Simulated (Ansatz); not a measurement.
# Hf (Im-3m): energy and pressure against volume

An exercise on one series of results from a longer session: the logs are not shown, and one member is left open.

Method: DFT PBE, scalar-relativistic, plane waves, PAW, in Ansatz 0.2.0.

### Starting point

Symmetry: Im-3m, No. 229, cubic system. Conventional cell: a = 3.547 Å, b = 3.547 Å, c = 3.547 Å, α = 90.00°, β = 90.00°, γ = 90.00°. Hf (site symmetry m-3m) is surrounded by 8 Hf at 3.07 Å.

Structure file:

```cif
data_structure
_symmetry_space_group_name_H-M 'Im-3m'
_symmetry_Int_Tables_number 229
_cell_length_a 3.5469
_cell_length_b 3.5469
_cell_length_c 3.5469
_cell_angle_alpha 90.000
_cell_angle_beta 90.000
_cell_angle_gamma 90.000
_cell_volume 44.62
loop_
_atom_site_label
_atom_site_type_symbol
_atom_site_symmetry_multiplicity
_atom_site_Wyckoff_symbol
_atom_site_fract_x
_atom_site_fract_y
_atom_site_fract_z
_atom_site_occupancy
Hf1 Hf 2 a 0.00000 0.00000 0.00000 1
```

An earlier run at PBE left this cell at 22.310 Å³/atom and -0.05 GPa (18×18×18 mesh).

Set-up of the first run:

The input, input.yaml:

```yaml
crystal:
  lattice:
    - [-1.7494685618, 1.7494685618, 1.7494685618]
    - [1.7494685618, -1.7494685618, 1.7494685618]
    - [1.7494685618, 1.7494685618, -1.7494685618]
  atoms:
    - { symbol: Hf, position: [0.0, 0.0, 0.0] }
basis:
  ecutwfc: 420
  ecutrho_ratio: 4
kpoints:
  mp_grid: { grid: [18, 18, 18] }
hamiltonian:
  xc: pbe
scf:
  occupations: { method: gaussian, width: 0.05 }
output:
  forces: true
  stress: true
  eigenvalues: true
```

Launch:

```sh
$ ansatz run input.yaml --threads 1 --pin off --max-ram 2560MiB --backend cpu --events-out ev --progress --plain --runs-dir out
```

Steps of the session up to this table: Volume × 0.96; Volume × 1.04; Volume × 0.92; Volume × 0.88; Volume × 0.84; Volume × 0.8; Volume × 0.76; Volume × 0.72; Volume × 0.68; Volume × 0.64.

One table of the session follows, with a row left open; its other results are not shown here.

It belongs to the step «The curve». 

| volume (Å³/atom) | energy above the lowest (meV/atom) | pressure (GPa) |
| --- | --- | --- |
| 14.279 | 1654.8 | 92.3 |
| 15.171 | 1201.7 | 71.3 |
| 16.063 | ? | ? |
| 16.956 | 577.7 | 42.9 |
| 17.848 | 373.5 | 31.2 |
| 18.741 | 224.6 | 22.7 |
| 19.633 | 118.2 | 15.6 |
| 20.526 | 49.1 | 9.4 |
| 21.418 | 11.6 | 4.3 |
| 22.310 | 0.0 | -0.1 |
| 23.203 | 10.8 | -3.8 |

Estimate the missing values for volume (Å³/atom) = 16.063.

Worked estimate for «energy above the lowest (meV/atom)». A straight line through the neighbours (15.171, 1201.7) and (16.956, 577.7) gives 1201.7 + (577.7 − 1201.7) × (16.063 − 15.171) / (16.956 − 15.171) = 889.9; a parabola fitted to 4 rows on both sides gives 848.4.

The run gave: energy above the lowest (meV/atom): 851.0; pressure (GPa): 55.5. In «energy above the lowest (meV/atom)» the line misses by +38.9 and the parabola by -2.6.

Limits of these values: The k mesh is not the same at all volumes. Other structures may be lower in enthalpy at these pressures.
